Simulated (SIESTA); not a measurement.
Crystal: Hf.

```xyz
3
Lattice="4.9623 0.0000 0.0000 -2.4812 4.2975 0.0000 0.0000 0.0000 3.0862" Properties=species:S:1:pos:R:3 pbc="T T T"
Hf    0.0000    0.0000    0.0000
Hf    0.0000    2.8650    1.5431
Hf    2.4812    1.4325    1.5431
```

This isn't the form of Hf at room conditions, which is hcp.

- Program: SIESTA 5.4.2
- Task: single point
- Functional: PBEsol
- Potentials or basis: PseudoDojo 0.4 standard (PBEsol files)
- Basis: DZP (energy shift 0.003 Ry; two zetas on semicore shells)
- Grid cutoff: 800 Ry
- Energy shift: 0.003 Ry
- k mesh: 6 × 6 × 9
- Occupations: fermi-dirac, width 0.05 eV
- Spin: no spin polarisation

On this cell: pressure -2.0 GPa; largest force under 0.003 eV/Å; band gap on the k mesh none (metal or under the smearing width).

The same run follows on a disturbed copy (atoms moved at random, drawn with an rms of 0.05 Å):

```xyz
3
Lattice="4.9623 0.0000 0.0000 -2.4812 4.2975 0.0000 0.0000 0.0000 3.0862" Properties=species:S:1:pos:R:3 pbc="T T T"
Hf    0.0157    0.0386    0.0296
Hf    0.0352    2.8556    1.5094
Hf    2.4894    1.4135    1.5536
```

**Question.** What changes?

**Answer.** The energy (extrapolated to zero smearing) moves by +3.7 meV/atom; pressure -2.0 GPa; largest force 0.265 eV/Å; band gap on the k mesh none (metal or under the smearing width).

Forces in eV/Å, atoms in the order of the input:
```
Hf   0.004 -0.158 -0.213
Hf  -0.102  0.059  0.160
Hf   0.097  0.099  0.051
```

Stress tensor (GPa, compression positive):
```
-2.18 -0.15 -0.02
-0.15 -1.99  0.11
-0.02  0.11 -1.75
```

Caveats: short orbitals over semicore shells can move pressures by several GPa; the basis of atomic orbitals isn't converged, which shifts pressures, moduli and gaps.
